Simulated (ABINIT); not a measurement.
**ZnSe (Stilleite): band structure with r2SCAN**

**Experimental background.**

From “Alloy Disordering Effects on the Thermal Conductivity and Energy Gap Temperature Dependence of Cd1−xZnxSe Ternary Crystals Grown by the Bridgman Method”, 2023, pmc:10253836, for a bulk crystal of ZnSe at 300 K: band gap 2.695 ± 0.003 eV (an exciton energy, a little under the gap).

Crystal: ZnSe (Stilleite).

```xyz
2
Lattice="0.0000 2.8338 2.8338 2.8338 0.0000 2.8338 2.8338 2.8338 0.0000" Properties=species:S:1:pos:R:3 pbc="T T T"
Se    4.2507    4.2507    4.2507
Zn    0.0000    0.0000    0.0000
```

```yaml
Program: ABINIT 10.8.3 (patched build)
Task: band structure
Functional: r2SCAN
Potentials_or_basis: Ansatz PAW PBE default generated set, frozen core
Cutoff: 490 eV
k_mesh: 6 × 6 × 6
Occupations: fermi-dirac, width 0.05 eV
Spin: no spin polarisation
Fine-grid_cutoff: 979.61 eV
```

```
Pressure                : -0.1 GPa
Band gap on the k mesh  : 1.86 eV, direct
Band gap along the path : 1.86 eV, direct
```

Levels at the corners of the path, in eV from the valence-band top:
| point | band 11 | band 12 | band 13 | band 14 | band 15 | band 16 | band 17 | band 18 |
| --- | --- | --- | --- | --- | --- | --- | --- | --- |
| Γ | -6.30 | 0.00 | 0.00 | 0.00 | 1.86 | 6.32 | 6.32 | 6.32 |
| X | -6.12 | -4.79 | -2.23 | -2.23 | 3.34 | 3.87 | 11.49 | 12.07 |
| W | -6.00 | -4.71 | -2.82 | -2.70 | 5.83 | 6.07 | 7.59 | 8.22 |
| K | -6.04 | -4.75 | -3.15 | -1.83 | 3.99 | 6.05 | 9.64 | 9.90 |
| Γ | -6.30 | 0.00 | 0.00 | 0.00 | 1.86 | 6.32 | 6.32 | 6.32 |
| L | -6.14 | -5.30 | -0.88 | -0.88 | 3.05 | 6.87 | 6.87 | 9.07 |
| U | -6.04 | -4.75 | -3.15 | -1.83 | 3.99 | 6.05 | 9.64 | 9.90 |
| W | -6.00 | -4.71 | -2.82 | -2.70 | 5.83 | 6.07 | 7.59 | 8.22 |
| L | -6.14 | -5.30 | -0.88 | -0.88 | 3.05 | 6.87 | 6.87 | 9.07 |
| K | -6.04 | -4.75 | -3.15 | -1.83 | 3.99 | 6.05 | 9.64 | 9.90 |

It took 90 s on 4 MPI ranks on Arm Neoverse V2, with other jobs on the host, peak memory 0.92 GiB a rank.

Against the measured gap of ZnSe, 2.695 eV (an exciton energy, a little under the gap; 300 K; “Alloy Disordering Effects on the Thermal Conductivity and Energy Gap Temperature Dependence of Cd1−xZnxSe Ternary Crystals Grown by the Bridgman Method”, 2023, pmc:10253836), the calculated 1.86 eV is off by -0.84 eV. Spin-orbit coupling on Se is left out. The value is that of r2SCAN, without temperature or zero-point motion.

Caveat: the PAW data sets were made with another functional, which shifts forces and pressure a little; the atomic spheres overlap.
